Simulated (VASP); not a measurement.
# WC (P-6m2) in VASP: further runs, part 2 of 2

VASP 6.6.1.

## Step 3: Relaxation of cell and atoms, PBE

This run uses another cell than the first one, of 10.67 Å³/atom, 1.028 times its volume.

Contents of INCAR:

```
ALGO     = Normal         # electronic algorithm
EDIFF    = 1E-7           # SCF threshold, eV
EDIFFG   = -0.002         # ionic threshold
ENCUT    = 520            # plane-wave cutoff, eV
GGA      = PE             # functional
IBRION   = 2              # ionic algorithm
ISIF     = 3              # what is computed and relaxed
ISMEAR   = 0              # smearing method
LASPH    = True           # aspherical terms in the spheres
LCHARG   = False          # write CHGCAR
LREAL    = False          # projectors in reciprocal space
LWAVE    = False          # write WAVECAR
NELM     = 80             # most SCF steps
NSW      = 80             # ionic steps
PREC     = Accurate       # precision mode
SIGMA    = 0.1            # smearing width, eV
```

Contents of KPOINTS:

```
k-points
0
Gamma
  3 3 4
```

Contents of POSCAR:

```
WC                                      
1.0
    2.9480549717      0.0000000000      0.0000000000
   -1.4740274859      2.5530905013     -0.0000000000
    0.0000000000     -0.0000000000      2.8345010848
  W               C             
     1     1
Direct
     0.0000000000000000    0.0000000000000000    0.0000000000000000
     0.6666666699999979    0.3333333300000021    0.5000000000000000
```

Potentials or basis: VASP PAW PBE potentials, release 64 (W_sv, C).

Run with:

```console
> cat potpaw_PBE.64/W_sv/POTCAR potpaw_PBE.64/C/POTCAR > POTCAR
> mpirun -np 1 vasp_std > vasp.out
```

OUTCAR:

```text
EDIFF = 1E-7
   EDIFFG = -0.002
   ENCUT = 520
   GGA = PE
   IBRION = 2
   ISIF = 3
   ISMEAR = 0
   LASPH = True
   LREAL = False
   NELM = 80
   NSW = 80
   PREC = Accurate

 ion  position               nearest neighbor table
   1  0.000  0.000  0.000-   2 2.21   2 2.21   2 2.21   2 2.21   2 2.21   2 2.21
   2  0.667  0.333  0.500-   1 2.21   1 2.21   1 2.21   1 2.21   1 2.21   1 2.21

  LATTYP: Found a hexagonal cell.
 ALAT       =     2.9480549717
 C/A-ratio  =     0.9614817607

  Lattice vectors:

 A1 = (   2.9480549717,   0.0000000000,   0.0000000000)
 A2 = (  -1.4740274859,   2.5530905013,   0.0000000000)
 A3 = (   0.0000000000,   0.0000000000,   2.8345010848)

Analysis of symmetry for initial positions (statically):
=====================================================================
 Subroutine PRICEL returns:
 Original cell was already a primitive cell.

 Routine SETGRP: Setting up the symmetry group for a
 hexagonal supercell.

 Subroutine GETGRP returns: Found 12 space group operations
 (whereof 12 operations were pure point group operations)
 out of a pool of 24 trial point group operations.

The static configuration has the point symmetry D_3h.

Analysis of symmetry for dynamics (positions and initial velocities):
=====================================================================
 Subroutine PRICEL returns:
 Original cell was already a primitive cell.

 Routine SETGRP: Setting up the symmetry group for a
 hexagonal supercell.

 Subroutine GETGRP returns: Found 12 space group operations
 (whereof 12 operations were pure point group operations)
 out of a pool of 24 trial point group operations.

The dynamic configuration has the point symmetry D_3h.

 Subroutine INISYM returns: Found 12 space group operations
 (whereof 12 operations are pure point group operations),
 and found     1 'primitive' translations

----------------------------------------------------------------------------------------

                                     Primitive cell

  volume of cell :      21.3343

  direct lattice vectors                    reciprocal lattice vectors
     2.948054972  0.000000000  0.000000000     0.339206701  0.195841080  0.000000000
    -1.474027486  2.553090501  0.000000000     0.000000000  0.391682159  0.000000000
     0.000000000  0.000000000  2.834501085     0.000000000  0.000000000  0.352795773

  length of vectors
     2.948054972  2.948054975  2.834501085     0.391682160  0.391682159  0.352795773

  position of ions in fractional coordinates (direct lattice)
     0.000000000  0.000000000  0.000000000
     0.666666670  0.333333330  0.500000000

  ion indices of the primitive-cell ions
   primitive index   ion index
                 1           1
                 2           2

----------------------------------------------------------------------------------------

 KPOINTS: k-points

Automatic generation of k-mesh.
 Grid dimensions read from file:
 generate k-points for:    3    3    4

 Generating k-lattice:

  Cartesian coordinates                     Fractional coordinates (reciprocal lattice)
     0.113068900  0.065280360  0.000000000     0.333333333  0.000000000  0.000000000
[... 27 lines left out ...]
   total plane-waves  NPLWV =  13824
   dimension x,y,z NGX =    24 NGY =   24 NGZ =   24
   dimension x,y,z NGXF=    48 NGYF=   48 NGZF=   48
   ions per type =               1   1
   NGX,Y,Z   is equivalent  to a cutoff of  13.53, 13.53, 14.08 a.u.
   NGXF,Y,Z  is equivalent  to a cutoff of  27.07, 27.07, 28.15 a.u.
 SYSTEM =  unknown system
   PREC   = accura    normal or accurate (medium, high low for compatibility)
   ISTART =      0    job   : 0-new  1-cont  2-samecut
   ICHARG =      2    charge: 1-file 2-atom 10-const
   ISPIN  =      1    spin polarized calculation?
   LNONCOLLINEAR =      F non collinear calculations
   LSORBIT =      F    spin-orbit coupling
   LASPH  =      T    aspherical Exc in radial PAW
   ENCUT  =  520.0 eV  38.22 Ry    6.18 a.u.   5.48  5.48  5.27*2*pi/ulx,y,z
   NELM   =     80;   NELMIN=  2; NELMDL= -5     # of ELM steps
   EDIFF  = 0.1E-06   stopping-criterion for ELM
   LREAL  =      F    real-space projection
   EDIFFG = -.2E-02   stopping-criterion for IOM
   NSW    =     80    number of steps for IOM
   IBRION =      2    ionic relax: 0-MD 1-quasi-New 2-CG
   NFREE  =      1    steps in history (QN), initial steepest desc. (CG)
   ISIF   =      3    stress and relaxation
   ISYM   =      2    0-nonsym 1-usesym 2-fastsym
   POTIM  = 0.5000    time-step for ionic-motion
   TEBEG  =    0.0;   TEEND  =   0.0 temperature during run
   PSTRESS=    0.0 pullay stress
   NELECT =      18.0000    total number of electrons
   NUPDOWN=      -1.0000    fix difference up-down
   EMIN   =  10.00;   EMAX   =-10.00  energy-range for DOS
   EFERMI =   0.00;   METHOD = LEGACY
   ISMEAR =     0;   SIGMA  =   0.10  broadening in eV -4-tet -1-fermi 0-gaus
   EFERMI_NEDOS =   21; number of points for ismear=-14 and -15
   IALGO  =     38    algorithm
   IMIX   =      4    mixing-type and parameters
     AMIX     =   0.40;   BMIX     =  1.00
     AMIX_MAG =   1.60;   BMIX_MAG =  1.00
  volume/ion in A,a.u.               =      10.67        71.99
  Fermi-wavevector in a.u.,A,eV,Ry     =   1.546938  2.923289 32.558968  2.393017
  Thomas-Fermi vector in A             =   2.652103
   LORBIT       =      0    0 simple, 1 ext, 2 COOP (PROOUT), +10 PAW based schemes
   GGA     = PE    functional components
   LHFCALC =     F    Hartree Fock is set to
   AEXX    =    0.0000 exact exchange contribution
   IVDW    =     0    specifies the selected vdW correction
   LEPSILON=     F    determine dielectric tensor
   LRPA    =     F    only Hartree local field effects (RPA)
 conjugate gradient relaxation of ions
 non-spin polarized calculation
 Gauss-broadening in eV      SIGMA  =   0.10
  energy-cutoff  :      520.00
  volume of cell :       21.33
 maximum number of plane-waves:       599
 NGX is ok and might be reduce to    24
   NGX = 11   NGY = 11   NGZ = 11

 number of electron      18.0000002 magnetization

 Free energy of the ion-electron system (eV)
  ---------------------------------------------------
  ext. energy  EPLUGINS =         0.00000000
  ---------------------------------------------------
  free energy    TOTEN  =       -22.20976118 eV

  energy without entropy =      -22.20400608  energy(sigma->0) =      -22.20688363

 E-fermi :  11.3121     XC(G=0): -13.6429

 val. band max:       11.2680705850   @ k =   0.0000   0.0000   0.2500
 cond. band min:      11.4413282135   @ k =   0.3333   0.3333   0.0000
 fundamental gap:      0.1732576285
 Fermi energy:        11.3120701300

 k-point     1 :       0.0000    0.0000    0.0000
  band No.  band energies     occupation
      1     -63.3369      2.00000
      2     -27.3284      2.00000
      3     -27.2330      2.00000
      4     -27.2330      2.00000
      5      -3.5641      2.00000
      6       6.5344      2.00000
      7       7.3807      2.00000
      8       7.3807      2.00000
      9      10.9140      2.00000
     10      13.8333      0.00000
     11      13.8333      0.00000
     12      16.2211      0.00000
     13      16.2211      0.00000
[... 114 lines left out ...]
  band No.  band energies     occupation
      1     -63.2433      2.00000
      2     -27.8952      2.00000
      3     -27.6521      2.00000
      4     -27.6077      2.00000
      5      -0.1359      2.00000
      6       3.6657      2.00000
      7       5.3776      2.00000
      8       9.0853      2.00000
      9      10.1273      2.00000
     10      14.9288      0.00000
     11      16.7207      0.00000
     12      18.0184      0.00000
     13      19.6849      0.00000

------------------------ aborting loop because EDIFF is reached ----------------------------------------

  FORCE on cell =-STRESS in cart. coord.  units (eV):
  Direction    XX          YY          ZZ          XY          YZ          ZX
  --------------------------------------------------------------------------------------
  -------------------------------------------------------------------------------------
  Total        0.0027621      0.0027621     -0.0018025     -0.0000000     -0.0000000      0.0000000
  in kB        0.2074279      0.2074279     -0.1353650     -0.0000000     -0.0000000      0.0000000
  external PRESSURE =       0.0931636 kB  Pullay stress =       0.0000000 kB

 VOLUME and BASIS-vectors are now :
 -----------------------------------------------------------------------------
  energy-cutoff  :      520.00
  volume of cell :       21.33
      direct lattice vectors                 reciprocal lattice vectors
     2.948054972  0.000000000  0.000000000     0.339206701  0.195841080  0.000000000
    -1.474027486  2.553090501  0.000000000     0.000000000  0.391682159  0.000000000
     0.000000000  0.000000000  2.834501085     0.000000000  0.000000000  0.352795773

 POSITION                                       TOTAL-FORCE (eV/Angst)
 -----------------------------------------------------------------------------------
      0.00000      0.00000      0.00000        -0.000000      0.000000      0.000000
      1.47403      0.85103      1.41725         0.000000     -0.000000      0.000000
 -----------------------------------------------------------------------------------
    total drift:                               -0.000003      0.000002     -0.000000

  FREE ENERGIE OF THE ION-ELECTRON SYSTEM (eV)
  ---------------------------------------------------
  free  energy   TOTEN  =       -22.2097611773 eV

  energy  without entropy=      -22.2040060847  energy(sigma->0) =      -22.20688363

 reached required accuracy - stopping structural energy minimisation
```

Run time: 7.2 s. Hardware: 1 thread of Intel Xeon Platinum 8488C (Sapphire Rapids), shared host; peak memory 0.14 GiB.

Results:

- Free energy: -22.2098 eV
- Pressure after relaxing: 0.0 GPa
- Band gap on the k mesh: none (metal or under the smearing width)

Final structure:
```xyz
2
Lattice="2.9481 0.0000 0.0000 -1.4740 2.5531 0.0000 0.0000 0.0000 2.8345" Properties=species:S:1:pos:R:3 pbc="T T T"
W     0.0000    0.0000    0.0000
C     1.4740    0.8510    1.4173
```

Caveat: the k mesh is coarse (spacing up to 0.82 Å⁻¹), so the values aren't converged; the relaxation stopped at its first step, so nothing moved.

## Step 4: Vibrations by finite differences, PBE

This run uses another cell than the first one, of 10.67 Å³/atom, 1.028 times its volume.

Contents of INCAR:

```
PREC = Accurate ; ENCUT = 520
EDIFF = 1E-8 ; ISMEAR = 0
SIGMA = 0.1 ; LREAL = F
LASPH = T ; NELM = 80
ALGO = Normal ; ISIF = 3
LWAVE = F ; LCHARG = F
GGA = PE ; IBRION = 6
NFREE = 2 ; POTIM = 0.015
NSW = 1
```

Contents of KPOINTS:

```
regular mesh
0
Gamma
  3 3 4
```

Contents of POSCAR:

```
WC                                      
1.0
    2.9480549717      0.0000000000      0.0000000000
   -1.4740274859      2.5530905013      0.0000000000
    0.0000000000      0.0000000000      2.8345010848
  W               C             
     1     1
Direct
     0.0000000000000000    0.0000000000000000    0.0000000000000000
     0.6666666699999979    0.3333333300000021    0.5000000000000000
```

Run with:

```console
> cat potpaw_PBE.64/W_sv/POTCAR potpaw_PBE.64/C/POTCAR > POTCAR
> mpirun -np 1 vasp_std > vasp.out
```

Wall time 63 s (1 thread of Intel Xeon Platinum 8488C (Sapphire Rapids), shared host); peak memory 0.15 GiB.

The run converged. Its results:

| Quantity | Value |
| --- | --- |
| Voigt bulk modulus | 385 GPa |
| Highest phonon frequency at Γ | 564 cm⁻¹ |

Phonon frequencies in cm⁻¹ (negative: imaginary):
| q point | frequencies |
| --- | --- |
| (0.000, 0.000, 0.000) | 0 0 0 313 313 564 |

Elastic tensor in Voigt notation (GPa, in the Cartesian axes of the cell as first typed):
```
 229  666  204    0    0    0
 666  229  204    0    0    0
 204  204  860    0    0    0
   0    0    0  284    0    0
   0    0    0    0  284    0
   0    0    0    0    0 -219
```

Clamped-ion elastic tensor (GPa):
```
644 250 204   0   0   0
250 644 204   0   0   0
204 204 860   0   0   0
  0   0   0 284   0   0
  0   0   0   0 284   0
  0   0   0   0   0 197
```

Caveat: the k mesh is coarse (spacing up to 0.82 Å⁻¹), so the values aren't converged; the elastic tensor has a negative eigenvalue, so either the cell is unstable as it stands or the mesh is too thin.
